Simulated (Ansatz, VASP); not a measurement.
# GaP: VASP beside Ansatz

Wanted: the spread between two codes on one cell, functional and k mesh.

Calculated with Ansatz 0.2.0; plane waves, with VASP 6.6.1 beside it; single point at PBE, dielectric response at PBE and single point at r2SCAN.

### 1. The structure

Symmetry: F-43m, No. 216, cubic system. The conventional cell has a = 5.451 Å, b = 5.451 Å, c = 5.451 Å, α = 90.00°, β = 90.00°, γ = 90.00°. Nearest to Ga lie 4 P at 2.36 Å. Nearest to P lie 4 Ga at 2.36 Å. Farther neighbours are not listed.

Coordinates:

```cif
data_structure
_symmetry_space_group_name_H-M 'P 1'
_symmetry_Int_Tables_number 1
_cell_length_a 3.8541
_cell_length_b 3.8541
_cell_length_c 3.8541
_cell_angle_alpha 60.000
_cell_angle_beta 60.000
_cell_angle_gamma 60.000
_cell_volume 40.48
loop_
_atom_site_label
_atom_site_type_symbol
_atom_site_fract_x
_atom_site_fract_y
_atom_site_fract_z
_atom_site_occupancy
Ga1 Ga 0.00000 0.00000 0.00000 1
P2 P 0.75000 0.75000 0.75000 1
```

### 2. VASP: single point, PBE

A single point gives forces, pressure and levels at one fixed geometry, so differences don't come from the geometry; what else differs is listed under the comparison.

Lines of VASP's logs that name or quote its potential files are left out, and so is its time.

Contents of INCAR:

```
SYSTEM = GaP
PREC = Accurate
ENCUT = 400
EDIFF = 1E-07
NELM = 100
ISMEAR = 0
SIGMA = 0.05
LREAL = .FALSE.
ALGO = Normal
GGA = PE
NBANDS = 15
LORBIT = 11
LWAVE = .FALSE.
LCHARG = .FALSE.
KPAR = 4
```

Contents of POSCAR:

```
GaP
1.0
    0.0000000000      2.7252500000      2.7252500000
    2.7252500000      0.0000000000      2.7252500000
    2.7252500000      2.7252500000      0.0000000000
Ga P
1 1
Direct
    0.0000000000      0.0000000000      0.0000000000
    0.7500000000      0.7500000000      0.7500000000
```

Contents of KPOINTS:

```
Automatic mesh
0
Gamma
7 7 7
0 0 0
```

PAW data sets: Ga_d and P (PBE family, release 64).

On the command line:

```sh
$ mpirun -np 4 vasp_std
```

Numbers of over 12 decimals in the logs are rounded to 6 here.

The program printed:

```text
[banner, memory and clock lines left out]
running    4 mpi-ranks, on    1 nodes
 distrk:  each k-point on    1 cores,    4 groups
 distr:  one band on    1 cores,    1 groups

 POSCAR found type information on POSCAR GaP
 POSCAR found :  2 types and       2 ions
 LDA part: xc-table for (Slater+PW92), standard interpolation
 POSCAR, INCAR and KPOINTS ok, starting setup
 FFT: planning ... GRIDC
 FFT: planning ... GRID_SOFT
 FFT: planning ... GRID
 WAVECAR not read
 entering main loop
       N       E                     dE             d eps       ncg     rms          rms(c)
DAV:   1     0.727979127763E+02    0.72798E+02   -0.78894E+03   616   0.146E+03
DAV:   2    -0.370159479833E+01   -0.76500E+02   -0.73089E+02   677   0.283E+02
DAV:   3    -0.928529142717E+01   -0.55837E+01   -0.55586E+01   740   0.632E+01
DAV:   4    -0.937949580227E+01   -0.94204E-01   -0.94182E-01   701   0.893E+00
DAV:   5    -0.938146818098E+01   -0.19724E-02   -0.19722E-02   803   0.113E+00    0.425E+00
DAV:   6    -0.913484693819E+01    0.24662E+00   -0.39901E-01   914   0.110E+01    0.280E+00
DAV:   7    -0.910788670644E+01    0.26960E-01   -0.98213E-02   748   0.219E+00    0.113E+00
DAV:   8    -0.910819117586E+01   -0.30447E-03   -0.13997E-02   740   0.152E+00    0.181E-01
DAV:   9    -0.910857329231E+01   -0.38212E-03   -0.13925E-03   735   0.551E-01    0.841E-02
DAV:  10    -0.910864173551E+01   -0.68443E-04   -0.11036E-04   932   0.114E-01    0.406E-02
DAV:  11    -0.910871295085E+01   -0.71215E-04   -0.98740E-05   656   0.868E-02    0.504E-03
DAV:  12    -0.910871263430E+01    0.31655E-06   -0.29389E-06   756   0.237E-02    0.273E-03
DAV:  13    -0.910871297074E+01   -0.33644E-06   -0.91560E-07   712   0.819E-03    0.186E-03
DAV:  14    -0.910871297801E+01   -0.72710E-08   -0.29889E-08   531   0.157E-03
   1 F= -.91087130E+01 E0= -.91087130E+01  d E =-.558622E-11
```

OUTCAR, selected parts (step 2):

```text
ion  position               nearest neighbor table
   1  0.000  0.000  0.000-   2 2.36   2 2.36   2 2.36   2 2.36
   2  0.750  0.750  0.750-   1 2.36   1 2.36   1 2.36   1 2.36

  LATTYP: Found a face centered cubic cell.
 ALAT       =     5.4505000000

 Subroutine GETGRP returns: Found 24 space group operations
 (whereof 24 operations were pure point group operations)

The static configuration has the point symmetry T_d .

 Found     20 irreducible k-points:

   k-points           NKPTS =     20   k-points in BZ     NKDIM =     20   number of bands    NBANDS=     15

   dimension x,y,z NGX =    28 NGY =   28 NGZ =   28
   dimension x,y,z NGXF=    56 NGYF=   56 NGZF=   56

   ENCUT  =  400.0 eV  29.40 Ry    5.42 a.u.   6.29  6.29  6.29*2*pi/ulx,y,z

   NELECT =      18.0000    total number of electrons

 k-points in reciprocal lattice and weights: Automatic mesh
   0.00000000  0.00000000  0.00000000       0.003
   0.14285714  0.00000000  0.00000000       0.023
   0.28571429  0.00000000  0.00000000       0.023
   0.42857143  0.00000000  0.00000000       0.023
   0.14285714  0.14285714  0.00000000       0.017
   0.28571429  0.14285714  0.00000000       0.070
   0.42857143  0.14285714  0.00000000       0.070
  -0.42857143  0.14285714  0.00000000       0.070
  -0.28571429  0.14285714  0.00000000       0.070
[...]
-0.42857143  0.42857143  0.14285714       0.070
  -0.28571429  0.42857143  0.14285714       0.070

 average (electrostatic) potential at core
       1 -65.3829       2 -83.3998

 E-fermi :   4.8646

 k-point     1 :       0.0000    0.0000    0.0000
  band No.  band energies     occupation
    ...
      5      -9.7994      2.00000
      6      -7.8393      2.00000
      7       4.6548      2.00000
      8       4.6548      2.00000
      9       4.6548      2.00000
     10       6.4781      0.00000
     11       8.5392      0.00000
     12       8.5392      0.00000
     13       8.5392      0.00000
     14      13.4589      0.00000
    ...

 k-point     2 :       0.1429    0.0000    0.0000
  band No.  band energies     occupation
    ...
      5      -9.7996      2.00000
      6      -7.5759      2.00000
      7       2.7016      2.00000
      8       4.3663      2.00000
      9       4.3663      2.00000
     10       7.1015      0.00000
     11       8.9746      0.00000
     12       8.9746      0.00000
     13       9.3477      0.00000
     14      13.7213      0.00000
    ...

 k-point     3 :       0.2857    0.0000    0.0000
  band No.  band energies     occupation
    ...
      5      -9.7975      2.00000
      6      -6.8459      2.00000
      7       0.1805      2.00000
      8       3.8788      2.00000
      9       3.8788      2.00000
     10       6.6893      0.00000
     11       9.4538      0.00000
     12       9.4538      0.00000
     13      11.5756      0.00000
     14      13.8441      0.00000
    ...

  Total        0.5778265      0.5778265      0.5778265     -0.0000000      0.0000000     -0.0000000
  in kB       22.8696227     22.8696227     22.8696227     -0.0000000      0.0000000     -0.0000000
  external PRESSURE =      22.8696227 kB  Pullay stress =       0.0000000 kB

  energy-cutoff  :      400.00
  volume of cell :       40.48
      direct lattice vectors                 reciprocal lattice vectors
     0.000000000  2.725250000  2.725250000    -0.183469406  0.183469406  0.183469406
     2.725250000  0.000000000  2.725250000     0.183469406 -0.183469406  0.183469406
     2.725250000  2.725250000  0.000000000     0.183469406  0.183469406 -0.183469406

 POSITION                                       TOTAL-FORCE (eV/Angst)
 -----------------------------------------------------------------------------------
      0.00000      0.00000      0.00000        -0.000000     -0.000000     -0.000000
      4.08788      4.08788      4.08788         0.000000      0.000000      0.000000
 -----------------------------------------------------------------------------------
    total drift:                               -0.000002     -0.000002     -0.000002

  FREE ENERGIE OF THE ION-ELECTRON SYSTEM (eV)
  ---------------------------------------------------
  free  energy   TOTEN  =        -9.1087129780 eV

  energy  without entropy=       -9.1087129780  energy(sigma->0) =       -9.10871298

 total charge
# of ion       s       p       d       tot
------------------------------------------
    1        0.861   0.850  10.012  11.723
    2        1.020   1.525   0.000   2.546
--------------------------------------------------
tot          1.881   2.375  10.012  14.269

[... 3 further parts left out ...]
```

The run ends at a pressure of 2.29 GPa.

### 3. Ansatz: single point, PBE

Ansatz runs on its default PAW (the set named soft_2) files.

The same cell, functional, mesh and smearing now go to Ansatz, which takes its cutoff from its data sets.

Contents of input.yaml:

```yaml
crystal:
  lattice:
    - [0.0, 2.72525, 2.72525]
    - [2.72525, 0.0, 2.72525]
    - [2.72525, 2.72525, 0.0]
  atoms:
    - { symbol: Ga, position: [0.0, 0.0, 0.0] }
    - { symbol: P, position: [0.75, 0.75, 0.75] }
hamiltonian:
  xc: pbe
  pseudopotentials: { kind: paw }
kpoints:
  mp_grid: { grid: [7, 7, 7] }
scf:
  occupations: { method: gaussian, width: 0.05 }
  n_extra_bands: 4
output:
  forces: true
  stress: true
  eigenvalues: true
```

On the command line:

```sh
$ ansatz run input.yaml --threads 2 --pin off --max-ram 4608MiB --backend cpu --events-out ev --progress --plain --runs-dir out
```

The program printed:

```text
scf.n_extra_bands = 4 over 9 filled bands (N_el = 18.0): the run solves 13 bands
Engine: ansatz 0.2.0, aarch64-unknown-linux-gnu
Pseudopotentials: kind: paw
Pseudopotential: Ga, paw, valence charge 13, recommended cutoff 420 eV (normal), Ga.paw.azcp
Pseudopotential: P, paw, valence charge 5, recommended cutoff 420 eV (normal), P.paw.azcp
Functional definition: PBE
  parameter kappa = 0.804
  parameter beta = 0.066725
  exchange = pbe_x(kappa = kappa, mu = beta*pi^2/3)
  correlation = pbe_c(beta = beta)
Crystal: 2 atoms, lattice volume = 40.481 Å³
Basis set: ecut = 420 eV, 749 PW (Γ), exchange–correlation on 54×54×54 points (8 copies of the dense FFT grid, shifted against one another)
Bands: 13, of which v1, the nominal top of the filled ones, is band 9 counted from 1 (8 counted from 0)
Symmetry: 24 space group operations
Space group: F-43m (ITA 216), of the structure as read, at distance tolerance 3.4e-5 Å
k-points: 20 of 343 (time reversal used)
Non-local potential: Ga, projectors of the file, l = 0: 2, l = 1: 2, l = 2: 3, l = 3: 1
Non-local potential: P, projectors of the file, l = 0: 2, l = 1: 2, l = 2: 2
PAW form: soft (Blöchl's): semilocal exchange-correlation on the pseudo side does not see the compensation charge
PAW one-centre angular grid: Ga, 590 points (default); XC on 64 Gauss nodes
PAW one-centre angular grid: P, 110 points (default); XC on 64 Gauss nodes
Initial density: superposition of atomic densities (neutral atoms: chi_scale 0, normalization atom), corrected by the library's trained network
Initial wavefunctions: pseudopotential atomic-orbital guess
Functional: x = pbe(κ = 0.804, μ = 0.219515), c = pbe(β = 0.066725)
SCF iter   1: F=—  HF=-4539.545166 eV  |F-HF|=—  |Δ(HF+E_count)|=         —  Δρ=1.51e-3  dr2=1.19e-3  ethr=1.77e-3  ⟨swp⟩=6.2  Hψ=1726  notcnv=0
preconditioner: auto → none  [insulator: Δε(μ)=1.580 eV  Ē_g=15.508 eV  σ=0.050 eV  W_gap=1.00  n_scr=14 (ndim 8)  ℏωp=24.8 eV  f_vac=0.011  D(μ)=0.00/eV (n_scr^D=0)  ε∞_Penn≈3.5]
SCF iter   2: F=—  HF=-4539.544364 eV  |F-HF|=—  |Δ(HF+E_count)|=   8.03e-4  Δρ=1.26e-3  dr2=4.32e-4  ethr=6.59e-6  ⟨swp⟩=2.4  Hψ=642  notcnv=0
SCF iter   3: F=—  HF=-4539.544172 eV  |F-HF|=—  |Δ(HF+E_count)|=   1.92e-4  Δρ=4.26e-4  dr2=5.53e-5  ethr=2.40e-6  ⟨swp⟩=2.2  Hψ=417  notcnv=0
SCF iter   4: F=—  HF=-4539.544217 eV  |F-HF|=—  |Δ(HF+E_count)|=   4.52e-5  Δρ=1.30e-4  dr2=4.45e-6  ethr=3.07e-7  ⟨swp⟩=2.0  Hψ=440  notcnv=0
SCF iter   5: F=—  HF=-4539.544217 eV  |F-HF|=—  |Δ(HF+E_count)|=   2.20e-7  Δρ=2.85e-5  dr2=4.11e-7  ethr=2.47e-8  ⟨swp⟩=2.0  Hψ=450  notcnv=0
SCF iter   6: F=-4539.544218 eV  HF=-4539.544218 eV  |F-HF|=7.49e-9  |Δ(HF+E_count)|=   4.70e-7  Δρ=1.26e-5  dr2=3.63e-8  ethr=5.56e-10  ⟨swp⟩=7.2  Hψ=1420  notcnv=0
SCF 1 converged in 6 iterations: F = -4539.544218 eV  dr2 = 3.63e-8
  greatest PAW one-centre occupation: 0.994 electrons in one spin orbital (limit 2), on the Ga atom at site 0 (counted from 0), in its partial waves of l = 2
SCF converged after 6 iterations
Free energy (F): -4539.544218 eV
Harris-Foulkes:  -4539.544218 eV  (|F-HF|=7.49e-9)
Internal energy: -4539.544218 eV  (E = F + TS)
E sigma→0 (E₀):  -4539.544218 eV
Fermi energy:    7.882693 eV
--- Per-component energies (eV) ---
  E_band       = -58.208804
  E_kinetic    = 186.331824
  E_local      = -2200.482295  (includes V_loc(G=0)·N_el)
  E_nonlocal   = 458.842030
  E_hartree    = 1017.570741
  E_xc         = -130.787581
  E_vxc        = -119.040546  (∫ρ·V_xc dr)
  E_paw        = -2558.373889  (= ΣΔE_a)
  E_vpaw       = -418.992125  (= ΣTr[D̂ρ^β])
  E_aug_tail   = -0.000104  (compensation charges beyond the density's cutoff)
  E_ewald      = -1312.644944
  E_smearing   = -0.000000  (= −TS)
  E_closure    = 0.000000  (closes the sum)
  Σ components = -4539.544218   (vs F -4539.544218, Δ=0.00e0)
--- Forces (eV/Å), atoms counted from 1 ---
  atom   1  Ga    -0.00000000     0.00000000     0.00000000
  atom   2  P      0.00000000    -0.00000000     0.00000000
  max |Σ_I F_I| component: 3.70e-17 eV/Å
--- Stress (GPa, compression-positive) ---
        2.509513       0.000000      -0.000000
       -0.000000       2.509513       0.000000
       -0.000000       0.000000       2.509513
  P = ⅓ Tr σ = 2.5095 GPa (25.095 kbar)
--- Band table (eV; the first three rows and the last of 20) ---
  k-point 0: bands = [... 5 lower, -5.4049, 7.0878, 7.0878, 7.0878, 8.9158, 10.9716, 10.9716, 10.9716]
  k-point 1: bands = [... 5 lower, -5.1414, 5.1360, 6.7992, 6.7992, 9.5384, 11.4059, 11.4059, 11.7780]
  k-point 2: bands = [... 5 lower, -4.4115, 2.6147, 6.3116, 6.3116, 9.1263, 11.8835, 11.8835, 14.0042]
  k-point 19: bands = [... 5 lower, -2.4563, 0.6014, 3.2078, 4.2914, 10.6251, 12.4022, 13.4391, 14.1339]
```

Run time: 0.82 s. Hardware: 2 threads of Arm Neoverse V1, shared host; peak memory 0.34 GiB; 1.5 s of CPU time.

In the SCF lines HF is the Harris–Foulkes energy and dr2 the Hartree energy of the density residual, in eV; the loop may stop once dr2 is under the threshold and the program's other checks hold. Hψ counts applications of the Hamiltonian.

The run ends at a pressure of 2.51 GPa.

### 4. Side by side

Known differences besides the potentials themselves: the cutoff is 420 eV in Ansatz and 400 eV in VASP; VASP leaves aspherical gradient terms in its spheres out (LASPH is not set), Ansatz keeps them. Total energies have different zeros and are not compared.

The two programs side by side:

```
              quantity  Ansatz   VASP  difference
        pressure (GPa)    2.51   2.29       +0.22
gap on the k mesh (eV)   1.591  1.587      +0.004
```

A gap on the mesh is an upper bound, since the band edges may lie between its points.

### 5. VASP: dielectric response, PBE

The response to a field tests empty states and converges slowly with the mesh.

Contents of INCAR:

```
SYSTEM = GaP
PREC = Accurate
ENCUT = 400
EDIFF = 1E-08
NELM = 100
ISMEAR = 0
SIGMA = 0.01
LREAL = .FALSE.
ALGO = Normal
GGA = PE
NBANDS = 15
LWAVE = .FALSE.
LCHARG = .FALSE.
KPAR = 4
LEPSILON = .TRUE.
```

POSCAR is that of step 2.

Contents of KPOINTS:

```
Automatic mesh
0
Gamma
11 11 11
0 0 0
```

On the command line:

```sh
$ mpirun -np 4 vasp_std
```

The program printed:

```text
[... set-up lines as in an earlier step ...]
 entering main loop
       N       E                     dE             d eps       ncg     rms          rms(c)
DAV:   1     0.711697327795E+02    0.71170E+02   -0.80628E+03  1736   0.148E+03
DAV:   2    -0.414357909633E+01   -0.75313E+02   -0.72063E+02  1953   0.276E+02
DAV:   3    -0.930328649245E+01   -0.51597E+01   -0.51423E+01  2079   0.622E+01
DAV:   4    -0.938370053878E+01   -0.80414E-01   -0.80397E-01  2028   0.852E+00
[...]
DAV:  12    -0.911469889190E+01    0.38106E-06   -0.31183E-06  2144   0.250E-02    0.274E-03
DAV:  13    -0.911469923350E+01   -0.34160E-06   -0.96213E-07  2051   0.841E-03    0.187E-03
DAV:  14    -0.911469923242E+01    0.10859E-08   -0.35221E-08  2119   0.173E-03
   1 F= -.91146992E+01 E0= -.91146992E+01  d E =-.148452E-69
 Linear response reoptimize wavefunctions to high precision
DAV:   1    -0.911469923352E+01   -0.11059E-08   -0.39622E-09  2079   0.425E-04
DAV:   2    -0.911469923351E+01    0.16371E-10   -0.12665E-10  1267   0.874E-05
 Linear response G [H, r] |phi>, progress :
  Direction:   1
[...]
RMM:  12    -0.114874032839E+01    0.19778E-05   -0.71854E-08 12037   0.312E-04    0.459E-05
RMM:  13    -0.114873994873E+01    0.37965E-06   -0.31513E-08  7035   0.138E-04    0.968E-06
 change of polarisation eV/A/(eV/A) component  2 :     0.554     2.129     0.331
 dielectric tensor                  component  2 :     2.477    10.516     1.480
 Linear response to external field, progress :
  Direction:   3
       N       E                     dE             d eps       ncg     rms          rms(c)
RMM:   1    -0.137639853150E+00   -0.13764E+00    0.49185E+00  7088   0.809E+00
RMM:   2    -0.112398310103E+01   -0.98634E+00   -0.73763E-02 12966   0.174E+00    0.146E+00
RMM:   3    -0.108969573177E+01    0.34287E-01   -0.29734E-02 13104   0.986E-01    0.856E-01
RMM:   4    -0.112801246293E+01   -0.38317E-01   -0.28067E-02 13226   0.955E-01    0.180E-01
[...]
RMM:  12    -0.114874044273E+01    0.19041E-05   -0.63610E-08 11961   0.310E-04    0.454E-05
RMM:  13    -0.114874006643E+01    0.37630E-06   -0.22131E-08  7033   0.138E-04    0.102E-05
RMM:  14    -0.114873969183E+01    0.37460E-06   -0.76582E-09  5154   0.750E-05    0.896E-06
 change of polarisation eV/A/(eV/A) component  3 :     0.458     0.515     2.129
 dielectric tensor                  component  3 :     2.049     2.300    10.516
 Born effective charges drift removed
```

From OUTCAR (step 5):

```text
  Total        0.5775911      0.5775911      0.5775911     -0.0000000     -0.0000000     -0.0000000
  in kB       22.8603063     22.8603063     22.8603063     -0.0000000     -0.0000000     -0.0000000
  external PRESSURE =      22.8603063 kB  Pullay stress =       0.0000000 kB

 POSITION                                       TOTAL-FORCE (eV/Angst)
 -----------------------------------------------------------------------------------
      0.00000      0.00000      0.00000         0.000000      0.000000      0.000000
      4.08788      4.08788      4.08788        -0.000000     -0.000000     -0.000000
 -----------------------------------------------------------------------------------
    total drift:                               -0.000002     -0.000002     -0.000002

 MACROSCOPIC STATIC DIELECTRIC TENSOR (including local field effects in DFT)
 ------------------------------------------------------
          10.516302    -0.000000    -0.000000
           0.000000    10.516302     0.000000
          -0.000000     0.000000    10.516302
 ------------------------------------------------------

[... 1 part as in an earlier step ...]

[... 1 further part left out ...]
```

Energies printed during the response cycles are not total energies of the cell. The dielectric response converges more slowly with the mesh than energies do, so tensor and charges may still move on a finer one.

### 6. Ansatz: dielectric response, PBE

The same cell, functional and mesh now go to Ansatz, which takes its cutoff from its data sets.

input.yaml, the sections that differ from step 3:

```yaml
kpoints:
  mp_grid: { grid: [11, 11, 11] }
scf:
  occupations: { method: fixed }
dielectric:
  method: response
# crystal, hamiltonian: as in step 3
# output: removed
```

On the command line:

```sh
$ ansatz run input.yaml --threads 2 --pin off --max-ram 4608MiB --backend cpu --events-out ev --progress --plain --runs-dir out
```

The program printed:

```text
[...]
Crystal: 2 atoms, lattice volume = 40.481 Å³
Basis set: ecut = 420 eV, 749 PW (Γ), exchange–correlation on 54×54×54 points (8 copies of the dense FFT grid, shifted against one another)
Bands: 13, of which v1, the nominal top of the filled ones, is band 9 counted from 1 (8 counted from 0)
Symmetry: 24 space group operations
k-points: 216 of 1331 (irreducible under 4 space group operations, time reversal used)
[...]
site 0:
         2.14764    0.00000   -0.00000
         0.00000    2.14764    0.00000
         0.00000    0.00000    2.14764
    site 1:
        -2.14764   -0.00000    0.00000
        -0.00000   -2.14764   -0.00000
        -0.00000   -0.00000   -2.14764
  Z* charge neutrality: 4.563e-5 e pre-enforcement
  solved inside a basis spanned on kpoints, on 12×12×12 k-points, its susceptibility summed on 16×16×16: ε∞ is read to err by 3.4e-2, Z* by 1.4e-2 e (field_mesh: kpoints solves on kpoints); Z* is corrected for what the basis lacks
[key lines of the parts left out:]
SCF converged after 8 iterations
Free energy (F): -4539.550131 eV
Fermi energy:    7.084537 eV
```

Run time: 47 s. Hardware: 2 threads; peak memory 0.73 GiB.

### 7. Comparison

What differs besides the data sets and the points named for the pairs above, as far as they apply: VASP's response is taken on the typed mesh, Ansatz refines its own for the field response alone. Total energies have different zeros and are not compared.

The two programs side by side:

```
                                     quantity  Ansatz   VASP  difference
                                        ε∞ xx   10.37  10.52     -1.36 %
                                        ε∞ yy   10.37  10.52     -1.36 %
                                        ε∞ zz   10.37  10.52     -1.36 %
Born charge of Ga1 (mean of the diagonal) (e)    2.15   2.17       -0.02
 Born charge of P2 (mean of the diagonal) (e)   -2.15  -2.17       +0.02
```

(Continued in part 2 of 2.)

[Lines on the potential files, build, host, timing and source positions are cut from VASP's logs without a mark.]

[Logs are printed without paths, hosts, clocks, repeated set-up lines and the standing remarks that a program may print on its own settings, such as how far it seeks lower states.]

[Hosts, paths, dates, database ids (printed as entryN), source tags and the programs' standing remarks are cut or masked in the printed files.]
